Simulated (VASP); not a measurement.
Crystal: KI.

```
I K
1.0
     0.00000    3.53277    3.53277
     3.53277    0.00000    3.53277
     3.53277    3.53277    0.00000
I K
1 1
Direct
  0.50000 0.50000 0.50000
  0.00000 0.00000 0.00000
```

| Item | Value |
| --- | --- |
| Program | VASP 6.6.1 |
| Task | relaxation of cell and atoms |
| Functional | BLYP |
| Potentials or basis | VASP PAW PBE potentials, release 64 (I, K_sv) |
| Cutoff | 600 eV |
| k mesh | 7 × 7 × 7 |
| Occupations | fermi-dirac, width 0.05 eV |
| Spin | no spin polarisation |

At the start: pressure 1.4 GPa; volume 44.09 Å³/atom.

Question: How do energy, volume and symmetry change on relaxing?

Answer: Over 4 steps the energy falls by 20.9 meV/atom and the volume is 49.45 Å³/atom (+12.2 %); space group Fm-3m (No. 225, to 0.05 Å).

The path:
| step | energy change (eV) | largest force (eV/Å) | pressure (GPa) | volume (Å³) |
| --- | --- | --- | --- | --- |
| 1 | 0.0000 | 0.0000 | 1.39 | 88.18 |
| 2 | -0.0308 | 0.0000 | 0.63 | 93.14 |
| 3 | -0.0417 | 0.0000 | -0.04 | 99.30 |
| 4 | -0.0417 | 0.0000 | -0.01 | 98.90 |

Final structure:
```
I K
1.0
     0.00000    3.67052    3.67052
     3.67052    0.00000    3.67052
     3.67052    3.67052    0.00000
I K
1 1
Direct
  0.50000 0.50000 0.50000
  0.00000 0.00000 0.00000
```

Caveat: the PAW data sets were made with another functional, which shifts forces and pressure a little.
